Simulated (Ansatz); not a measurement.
Equation of state of Li

```cif
data_structure
_symmetry_space_group_name_H-M 'Im-3m'
_symmetry_Int_Tables_number 229
_cell_length_a 3.5000
_cell_length_b 3.5000
_cell_length_c 3.5000
_cell_angle_alpha 90.000
_cell_angle_beta 90.000
_cell_angle_gamma 90.000
_cell_volume 42.88
loop_
_atom_site_label
_atom_site_type_symbol
_atom_site_symmetry_multiplicity
_atom_site_Wyckoff_symbol
_atom_site_fract_x
_atom_site_fract_y
_atom_site_fract_z
_atom_site_occupancy
Li1 Li 2 a 0.00000 0.00000 0.00000 1
```

The runs use the primitive cell with vectors (-1.750, 1.750, 1.750), (1.750, -1.750, 1.750), (1.750, 1.750, -1.750) Å, to which the k mesh refers.

The cell is a measured one (Crystallography Open Database entry 9011628); the temperature and pressure of the measurement aren't taken into account, and nothing was relaxed.

All numbers are computed: DFT, PBE, all-electron LAPW, scalar-relativistic (Ansatz 0.2.0); DFT, PBE, PAW with Ansatz's default frozen-core files, scalar-relativistic (Ansatz 0.2.0).

For LAPW: a Γ-centred 13×13×13 k mesh, Fermi–Dirac smearing of 0.05 eV, basis error target 0.25 meV/atom, no spin polarisation. PAW takes a cutoff of 420 eV at this cell. The Ansatz runs share mesh, smearing and spin set-up. Plane-wave (PAW) pressures include the program's estimate of the Pulay term.

The cell above is scaled evenly, with fractional coordinates and shape held.

```tsv
V/V(cell)	V (Å³/atom)	P, LAPW (GPa)	P, PAW (GPa)	free energy over the lowest listed, PAW (meV/atom)
0.9600	20.580	-0.23	-0.24	0.0
0.9800	21.009	-0.49	-0.50	1.0
1.0000	21.438	-0.73	-0.73	2.6
1.0200	21.866	-0.95	-0.95	4.9
1.0400	22.295	?	?	?
```

Problem. Fill in the row V/V(cell) = 1.0400.

Solution. P, LAPW (GPa) = -1.15, P, PAW (GPa) = -1.15, free energy over the lowest listed, PAW (meV/atom) = 7.7.
